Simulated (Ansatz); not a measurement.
# GaAs (F-43m): zero-pressure volume and bulk modulus with PBEsol

One table from this session's results is given with a row withheld; the runs are named, their logs left out.

Computed with Ansatz 0.2.0 (DFT PBEsol, scalar-relativistic, plane waves, PAW, unless a step's input says otherwise).

## Starting point

The structure is cubic, space group F-43m (No. 216). Conventional cell: a = 5.654 Å, b = 5.654 Å, c = 5.654 Å, α = 90.00°, β = 90.00°, γ = 90.00°. Ga (site symmetry -43m) has 4 As at 2.45 Å in its first shell of neighbours. Around As (site symmetry -43m) lie 4 Ga at 2.45 Å.

As a file:

```
CELL_PARAMETERS angstrom
0.00000 2.82685 2.82685
2.82685 0.00000 2.82685
2.82685 2.82685 0.00000
ATOMIC_POSITIONS crystal
Ga 0.00000 0.00000 0.00000
As 0.75000 0.75000 0.75000
```

An earlier run on this cell at PBE gave 3.27 GPa at 22.590 Å³/atom (8×8×8 mesh), mesh gap 0.52 eV. The cell is compressed at this level.

The first run:

Contents of input.yaml:

```yaml
crystal:
  lattice:
    - [0.0, 2.8268505379, 2.8268505379]
    - [2.8268505379, 0.0, 2.8268505379]
    - [2.8268505379, 2.8268505379, 0.0]
  atoms:
    - { symbol: Ga, position: [0.0, 0.0, 0.0] }
    - { symbol: As, position: [0.75, 0.75, 0.75] }
basis:
  ecutwfc: 420
  ecutrho_ratio: 4
kpoints:
  mp_grid: { grid: [8, 8, 8] }
hamiltonian:
  xc: pbesol
scf:
  occupations: { method: gaussian, width: 0.05 }
output:
  forces: true
  stress: true
  eigenvalues: true
```

Command:

```sh
> ansatz run input.yaml --threads 4 --pin off --max-ram 8192MiB --backend cpu --events-out ev --progress --plain --runs-dir out
```

Among the steps run: At the given cell; Stepping to 22.680 Å³/atom; Volume × 0.98 of the new zero; Volume × 1.02 of the new zero; Volume × 0.96 of the new zero; Volume × 1.04 of the new zero.

One of the session's tables, all rows but one given; the rest of the session is left out.

It belongs to the step «Energy and pressure against volume». 

```
volume (Å³/atom)  energy (meV/atom)  pressure (GPa)
          21.773               7.89            3.00
          22.226               1.76            1.37
          22.680               0.00           -0.10
          23.134                  ?               ?
          23.587               7.82           -2.56
```

Estimate the missing values for volume (Å³/atom) = 23.134.

Worked estimate for «energy (meV/atom)». A straight line through the neighbours (22.680, 0.00) and (23.587, 7.82) gives 0.00 + (7.82 − 0.00) × (23.134 − 22.680) / (23.587 − 22.680) = 3.91; a parabola fitted to 3 rows on both sides gives 2.03.

As computed: energy (meV/atom): 2.16; pressure (GPa): -1.40. In «energy (meV/atom)» the line misses by +1.75 and the parabola by -0.13.
